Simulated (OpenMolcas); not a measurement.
# CHF3 (trifluoromethane): levels of theory compared

Wanted: a comparison of 6 runs (HF/STO-3G, HF/3-21G, B3LYP/def2-SVPD, M06-L/def2-SVPD, PBE0/def2-SVPD, CCSD(T)/def2-SVPD) of CHF3 (trifluoromethane). 

The calculation is run with OpenMolcas 26.06.

1 further run of the same task is left out (set aside as unsound or not needed).

## (1) Starting point

CHF3: 5 atoms, total charge 0, spin state singlet. SMILES: `FC(F)F`. The C2–H5 distance was set to 2.404 Å, away from the relaxed value. At this shape a bond of the SMILES string is far longer than usual.

Bond lengths: F1–C2 1.331 Å, C2–F3 1.331 Å, C2–F4 1.331 Å. Angles: F1–C2–F3 108.5°, F1–C2–F4 108.5°, F3–C2–F4 108.5°.

## (2) The energy at HF/STO-3G (run 1)

mol.input

```
* CHF3 Hartree-Fock
>>> EXPORT MOLCAS_PRINT=2

&gateway
  baslib=$CurrDir
  coord
  5
  angstrom
  F       -1.094483      -1.560688       0.930334
  C       -0.406333      -1.174628      -0.142036
  F        0.621517      -2.004758      -0.306326
  F       -1.198403      -1.266078      -1.208276
  H        0.374370       1.082210       0.130870
  basis=STO-3G
  group=NoSym

&seward

&scf
  thresholds=1e-10 1e-07 1e-07 1e-05
  prorbitals=1 1
```

The basis set STO-3G is read from a file made from the Basis Set Exchange's data (not shown).

Started as:

```sh
$ export MOLCAS_MEM=1860
$ pymolcas mol.input > mol.log
```

The log of the run:

```text
--- Start Module: gateway ---
[...]
--- Stop Module: gateway /rc=_RC_ALL_IS_WELL_ ---
--- Start Module: seward ---
[...]
      Basis functions           21
--- Stop Module: seward /rc=_RC_ALL_IS_WELL_ ---
--- Start Module: scf ---
[...]
       Convergence after  12 Iterations
[...]
::    Total SCF energy                               -331.8130762998
[...]
      Total spin, S                                     0.0000000000
[...]
      Total electronic charge=   34.000000
      Total            charge=   -0.000000
[...]
      Dipole Moment (debye):
      Origin of the operator (angstrom)=   -0.5179   -1.4970   -0.1810
                   X= -1.7700E-02               Y= -5.1204E-02               Z= -6.1597E-03           Total=  5.4526E-02
      Quadrupole Moment (debye*angstrom):
[...]
--- Stop Module: scf /rc=_RC_ALL_IS_WELL_ ---
[...]
```

Run time: 1.4 s. Hardware: 1 thread of Arm Neoverse V2, shared host; peak memory 0.37 GiB.

## (3) A single-point energy at HF/3-21G (run 2)

coord.xyz

```xyz
5

F     -1.094483    -1.560688     0.930334
C     -0.406333    -1.174628    -0.142036
F      0.621517    -2.004758    -0.306326
F     -1.198403    -1.266078    -1.208276
H      0.374370     1.082210     0.130870
```

calc.input

```
&GATEWAY
BasLib=$CurrDir
Coord=coord.xyz
Basis=3-21G
Group=NoSym
&SEWARD
&SCF
Thresholds=1e-10 1e-07 1e-07 1e-05
PrOrbitals=1
```

The basis set 3-21G is read from a file made from the Basis Set Exchange's data (not shown).

Started as:

```sh
$ export MOLCAS_MEM=1860
$ pymolcas calc.input > calc.log
```

The log of the run:

```text
--- Start Module: gateway ---
[...]
--- Stop Module: gateway /rc=_RC_ALL_IS_WELL_ ---
--- Start Module: seward ---
[...]
      Basis functions           38
--- Stop Module: seward /rc=_RC_ALL_IS_WELL_ ---
--- Start Module: scf ---
[...]
       Convergence after  14 Iterations
[...]
::    Total SCF energy                               -334.7256335950
[...]
      Total spin, S                                     0.0000000000
[...]
      Total electronic charge=   34.000000
      Total            charge=   -0.000000
[...]
      Dipole Moment (debye):
      Origin of the operator (angstrom)=   -0.5179   -1.4970   -0.1810
                   X=  3.0876E-01               Y=  8.9248E-01               Z=  1.0798E-01           Total=  9.5053E-01
      Quadrupole Moment (debye*angstrom):
[...]
--- Stop Module: scf /rc=_RC_ALL_IS_WELL_ ---
[...]
```

Wall time 1.6 s (1 thread of Arm Neoverse V2, shared host); peak memory 0.37 GiB.

Runs 3 to 5 aren't shown in full; the table further down has their settings and results.

## (4) A single-point energy at CCSD(T)/def2-SVPD (Cholesky decomposition) (run 6)

mol.inp

```
>>> EXPORT MOLCAS_PRINT=2
&GATEWAY
BasLib=$CurrDir
Coord
5
angstrom
F       -1.094483      -1.560688       0.930334
C       -0.406333      -1.174628      -0.142036
F        0.621517      -2.004758      -0.306326
F       -1.198403      -1.266078      -1.208276
H        0.374370       1.082210       0.130870
Basis=def2-SVPD
Group=NoSym
&SEWARD
High
&SCF
Thresholds=1e-10 1e-07 1e-07 1e-05
PrOrbitals=1 2
&CHCC
Frozen=4
Threshold=1e-08
MaxIterations=80
&CHT3
Frozen=4
```

The basis set def2-SVPD is read from a file made from the Basis Set Exchange's data (not shown).

Started as:

```sh
$ export MOLCAS_MEM=1860
$ pymolcas mol.inp > mol.log
```

The log of the run:

```text
--- Start Module: gateway ---
[...]
--- Stop Module: gateway /rc=_RC_ALL_IS_WELL_ ---
[...]
      Basis functions           97
[...]
       Convergence after  13 Iterations
[...]
::    Total SCF energy                               -336.2942643309
[...]
      Total spin, S                                     0.0000000000
[...]
      Total electronic charge=   34.000000
      Total            charge=   -0.000000
[...]
      Dipole Moment (debye):
      Origin of the operator (angstrom)=   -0.5179   -1.4970   -0.1810
                   X=  3.0660E-01               Y=  8.8625E-01               Z=  1.0722E-01           Total=  9.4390E-01
      Quadrupole Moment (debye*angstrom):
[...]
--- Start Module: chcc ---
[...]
--- Stop Module: chcc /rc=_RC_ALL_IS_WELL_ ---
[...]
--- Start Module: cht3 ---
[...]
--- Stop Module: cht3 /rc=_RC_ALL_IS_WELL_ ---
[...]
```

Run time: 3.7 min. Hardware: 1 thread of Arm Neoverse V2, shared host; peak memory 0.18 GiB.

## (5) All runs side by side

```tsv
run	level	integration grid	integral approximation	energy (Eh)	dipole moment (D) of the reference	HOMO energy (eV)	LUMO energy (eV)	wall time
1	HF/STO-3G	–	none	-331.813076	0.05	-6.45	2.61	1.4 s
2	HF/3-21G	–	none	-334.725634	0.95	-10.44	-0.82	1.6 s
3	B3LYP/def2-SVPD	UltraFine	none	-337.827684	0.45	-8.21	-4.59	22 s
4	M06-L/def2-SVPD	UltraFine	none	-337.779431	0.26	-7.43	-4.92	33 s
5	PBE0/def2-SVPD	UltraFine	none	-337.495072	0.50	-8.31	-4.27	23 s
6	CCSD(T)/def2-SVPD (Cholesky decomposition)	–	CD high	-337.112772	0.94	-10.74	-1.18	3.7 min
```

## (6) Outcome

| quantity | value |
| --- | --- |
| run 6: total energy | -337.11277 Eh |
| run 6: dipole moment (mean-field density) | 0.94 D |
| run 6: HOMO energy (Hartree–Fock orbitals) | -10.74 eV |
| run 6: LUMO energy (Hartree–Fock orbitals) | -1.18 eV |
| run 6: HOMO–LUMO gap (Hartree–Fock orbitals) | 9.56 eV |
| run 6: correlation energy (4 core orbitals frozen) | -818.5 mEh |
| run 6: (T) correction | -30.53 mEh |

Over runs 1, 2, 3, 4, 5 the dipole moment (its size) runs from 0.05 D (HF/STO-3G) to 0.95 D (HF/3-21G). The two dipoles point in opposite directions. Over runs 1, 2, 3, 4, 5 the HOMO–LUMO gap runs from 2.51 eV (M06-L/def2-SVPD) to 9.62 eV (HF/3-21G). The two ends differ in method and basis. Totals of different functionals can't be ranked against each other. In run 1 the basis is minimal, so the values are rough. In runs 1, 2, 3, 4, 5, 6 a closed-shell determinant meets a far-stretched bond, which it describes badly. All runs together took 5 min, the longest 3.7 min.
